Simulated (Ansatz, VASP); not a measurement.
# B: VASP beside Ansatz

INCAR

```
SYSTEM = B
ALGO = Normal
EDIFF = 1E-6
ENCUT = 520
GGA = PE
ISIF = 2
ISMEAR = 0
LASPH = .True.
LCHARG = .True.
LELF = .True.
LREAL = .False.
LVHAR = .True.
LWAVE = .False.
NBANDS = 14
NELM = 100
PREC = Accurate
SIGMA = 0.1
```

KPOINTS

```
k-points
0
Gamma
  4 4 10
  0 0 0
```

Contents of POSCAR:

```
B
1.0
    4.1769265100      0.0000000000      0.0000000000
    0.0000000000      4.1769265100      0.0000000000
    0.0000000000      0.0000000000      1.7306782100
B
4
Direct
    0.2070418300      0.5000000000      0.0000000000
    0.7929581700      0.5000000000      0.0000000000
    0.5000000000      0.2070418300      0.0000000000
    0.5000000000      0.7929581700      0.0000000000
```

Input for Ansatz:

```yaml
crystal:
  lattice:
    - [4.17692651, 0.0, 0.0]
    - [0.0, 4.17692651, 0.0]
    - [0.0, 0.0, 1.73067821]
  atoms:
    - { symbol: B, position: [0.20704183, 0.5, 0.0] }
    - { symbol: B, position: [0.79295817, 0.5, 0.0] }
    - { symbol: B, position: [0.5, 0.20704183, 0.0] }
    - { symbol: B, position: [0.5, 0.79295817, 0.0] }
basis:
  ecutwfc: 420
kpoints:
  mp_grid: { grid: [4, 4, 10] }
hamiltonian:
  xc: pbe
scf:
  occupations: { method: gaussian, width: 0.1 }
  lower_state_search: "off"
output:
  forces: true
  stress: true
  eigenvalues: true
```

Alike in both runs: task single point; functional PBE; k mesh 4 × 4 × 10; occupations gaussian, width 0.1 eV; no spin polarisation.

|  | VASP | Ansatz |
| --- | --- | --- |
| version | VASP 6.6.1 | Ansatz 0.2.0 |
| potentials or method | VASP PAW PBE potentials, release 64 (B) | scalar-relativistic, plane waves, PAW |
| plane-wave cutoff (eV) | 520 | 420 |
| valence electrons in the cell | 12 | 12 |

```tsv
	VASP	Ansatz	Ansatz less VASP
gap on the k mesh at the Fermi level (eV)	none	none	-
pressure (GPa)	24.3	24.3	-0.02
largest component of the traceless stress (GPa)	35.88	35.92	+0.042
rms of the force components (eV/Å)	0.294	0.291	-0.0026
```

Atom by atom the forces differ by 0.003 eV/Å (rms over components). A gap of «none» marks a metal or a gap that the smearing closes.

Caveats: the k mesh is coarse (spacing up to 0.38 Å⁻¹), so the values aren't converged; so large a pressure means that the cell lies far from this level's equilibrium, or that cutoff or potentials fall short (VASP).
